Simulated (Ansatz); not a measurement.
# C: a scan of SCF settings

The cell (2 atoms) is C as a measured crystal structure (space group R-3m). Sizeable forces remain on the atoms, so the positions aren't those of the computed minimum. Source: COD entry 1200018; it may be a high-temperature, high-pressure or metastable form.

```xyz
2
Lattice="1.2280 0.7090 3.3470 -1.2280 0.7090 3.3470 0.0000 -1.4180 3.3470" Properties=species:S:1:pos:R:3 pbc="T T T"
C     0.0000    0.0000    1.6467
C     0.0000    0.0000    8.3943
```

Site labels below count the atoms in this order, from 1.

Method: Ansatz, DFT, PBE, PAW, plane waves, scalar-relativistic.

```
Plane-wave cutoff : 420 eV
k-point mesh      : 11×11×11 (Γ-centred)
Occupations       : Gaussian smearing, 0.1 eV
Spin              : off
```

The starting density is a sum of atomic densities corrected by a trained network, so it is already close to self-consistency.

Gaps of semilocal functionals run low against measured ones.

The run was started with:
```sh
ansatz run input.yaml --threads 2 --pin off --max-ram 5120MiB --backend cpu --events-out ev --progress --plain --runs-dir out
```

Machine: 2 threads of Intel(R) Xeon(R) 6975P-C (Granite Rapids), on a shared host.

One run per row. The search for lower states is off throughout, and rows that name a mixer don't switch to direct minimisation unless they say so. “A, then B” is a new run with the settings A changed by B. Counts include iterations that the program adds to test a close or to solve more bands, and some failed runs stop two short of their limit.

| settings | iteration limit | outcome | wall time (s) | result against the default run |
| --- | --- | --- | --- | --- |
| default SCF settings | default | converged in 6 iterations | 0.4 | reference |
| Broyden, β 0.3, history 8, no preconditioner | 100 | converged in 5 iterations | 0.38 | the same free energy |
| linear mixing, β 0.7, Kerker | 100 | converged in 11 iterations | 0.46 | the same free energy |
| Fermi–Dirac smearing, width 0.3 eV | 100 | converged in 6 iterations | 0.4 | free energy shifted by -2.7 meV/atom, zero-width estimate shifted by +2.2 meV/atom, forces change by up to 0.006 eV/Å, pressure 4.4 GPa against 4.3 |
| density-residual threshold 1e-11 eV | default | converged in 7 iterations | 0.4 | the same free energy |
| Fermi–Dirac width 0.003 eV, no switch to direct minimisation | 100 | converged in 6 iterations | 0.39 | free energy unchanged, zero-width estimate unchanged |
| fixed occupations | 100 | converged in 6 iterations | 0.38 | free energy unchanged, zero-width estimate unchanged |
| k-point mesh 6x6x6 | 100 | converged in 6 iterations | 0.19 | free energy shifted by +11.8 meV/atom, forces change by up to 0.079 eV/Å |
| cutoff 300 eV | 100 | converged in 6 iterations | 0.31 | free energy shifted by +123 meV/atom, so these numbers say nothing of the material, forces change by up to 0.026 eV/Å, pressure 6.4 GPa against 4.3 |
| Broyden, β 1.5, history 8 | 100 | input refused | 0.02 | invalid value for `scf.mixing.beta`: must be finite and in (0, 1]; got 1.5 |
| Broyden, β 1.5, history 8, then β lowered to 0.375 | 100 | converged in 5 iterations | 0.38 | the same free energy |

With the default settings (MSR1 mixing, preconditioner none) the run converges, with a gap of 0.96 eV on the k-mesh. At the default threshold and band count the same state takes 5 iterations at best (“Broyden, β 0.3, history 8, no preconditioner”) and 11 at worst (“linear mixing, β 0.7, Kerker”). 1 of 11 runs gave no result.
